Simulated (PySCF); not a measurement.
All of these have the formula C4H6. Computed with TDDFT CAM-B3LYP/aug-cc-pVTZ, vertical, gas phase, core orbitals frozen in the response (PySCF). Geometries: PBE0-D3(BJ)/def2-TZVP; one conformer of each isolated species. Triplets are in the Tamm–Dancoff approximation. 'Strongest' means the level of largest summed f among the lowest 10 singlets; it needn't be the same kind of state in each.

Task: Rank by computed energy of the strongest computed level, highest first.
A. `C=C1CC1`
B. `CC#CC`
C. `C=CC=C`
D. `C1=CCC1`
E. `[C@H]12[C@@H](C2)C1`
F. `C=C=CC`

Result: F (7.43 eV), D (7.02 eV), A (6.82 eV), E (6.66 eV), B (6.20 eV), C (5.81 eV).

```json
{"SMILES": "C=C=CC", "strongest (eV)": "7.43", "S1 (eV)": "5.67", "first f ≥ 0.01 (nm)": "185", "T1 (eV)": "4.61", "LUMO (eV)": "0.26", "S1 mainly": "H→L+6 (40%)"}
{"SMILES": "C1=CCC1", "strongest (eV)": "7.02", "S1 (eV)": "6.37", "first f ≥ 0.01 (nm)": "181", "T1 (eV)": "4.31", "LUMO (eV)": "0.35", "S1 mainly": "H→L (88%)"}
{"SMILES": "C=C1CC1", "strongest (eV)": "6.82", "S1 (eV)": "6.63", "first f ≥ 0.01 (nm)": "187", "T1 (eV)": "4.38", "LUMO (eV)": "0.34", "S1 mainly": "H-1→L+1 (54%)"}
{"SMILES": "C1[C@H]2C[C@@H]12", "strongest (eV)": "6.66", "S1 (eV)": "6.29", "first f ≥ 0.01 (nm)": "186", "T1 (eV)": "6.22", "LUMO (eV)": "0.35", "S1 mainly": "H→L (89%)"}
{"SMILES": "CC#CC", "strongest (eV)": "6.20", "S1 (eV)": "6.20", "first f ≥ 0.01 (nm)": "–", "T1 (eV)": "5.52", "LUMO (eV)": "0.25", "S1 mainly": "H-1/H→L (≥86%)"}
{"SMILES": "C=CC=C", "strongest (eV)": "5.81", "S1 (eV)": "5.81", "first f ≥ 0.01 (nm)": "213", "T1 (eV)": "3.24", "LUMO (eV)": "0.14", "S1 mainly": "H→L (97%)"}
```

H and L stand for HOMO and LUMO; a dash means that no computed state gives the value. A slash joins orbitals within 0.01 eV of each other, whose weights are summed (≥ marks a lower bound).
